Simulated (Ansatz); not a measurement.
BaTiO₃, DFT, PBEsol, all-electron LAPW, scalar-relativistic (Ansatz 0.2.0), run on 2 threads of Intel(R) Xeon(R) 6975P-C (Granite Rapids) on a shared host.

The geometry is COD entry 2100860, unchecked; take it as a test cell. The listed cell was then made from it by scaling, straining or moving an atom.

Command: `ansatz run input.yaml --threads 2 --pin off --max-ram 8192MiB --backend cpu --events-out ev --progress --plain --runs-dir out`

```yaml
crystal:
  lattice:
    - [3.879806, 0.0, 0.0]
    - [0.0, 3.879806, 0.0]
    - [0.0, 0.0, 4.018]
  atoms:
    - { symbol: Ba, position: [0.0, 0.0, 0.0] }
    - { symbol: Ti, position: [0.5, 0.5, 0.5] }
    - { symbol: O, position: [0.5, 0.5, 0.0] }
    - { symbol: O, position: [0.5, 0.0, 0.5] }
    - { symbol: O, position: [0.0, 0.5, 0.5] }
kpoints:
  mp_grid: { grid: [7, 7, 7] }
  band_path:
    path:
      - [0.0, 0.0, 0.0]
      - [0.0, 0.5, 0.0]
      - [0.5, 0.5, 0.0]
      - [0.0, 0.0, 0.0]
      - [0.0, 0.0, 0.5]
      - [0.0, 0.5, 0.5]
      - [0.5, 0.5, 0.5]
      - [0.0, 0.0, 0.5]
      - [0.0, 0.5, 0.0]
    npoints: 5
scf:
  occupations: { method: fermi_dirac, width: 0.03 }
hamiltonian:
  xc: pbesol
  pseudopotentials: { kind: all_electron, lapw: { basis_error: 0.001 } }
output:
  forces: true
  stress: true
  eigenvalues: true
```

**Question.** How large is the problem that the program sets up?

**Answer.** 40 irreducible k-points, 1173 plane waves at Γ, 44 bands.

**Question.** Estimate the wall time and the peak memory.

**Answer.** 18 s of wall time for 12 SCF iterations, with a peak of 0.66 GiB. Times on shared machines scatter by tens of per cent.
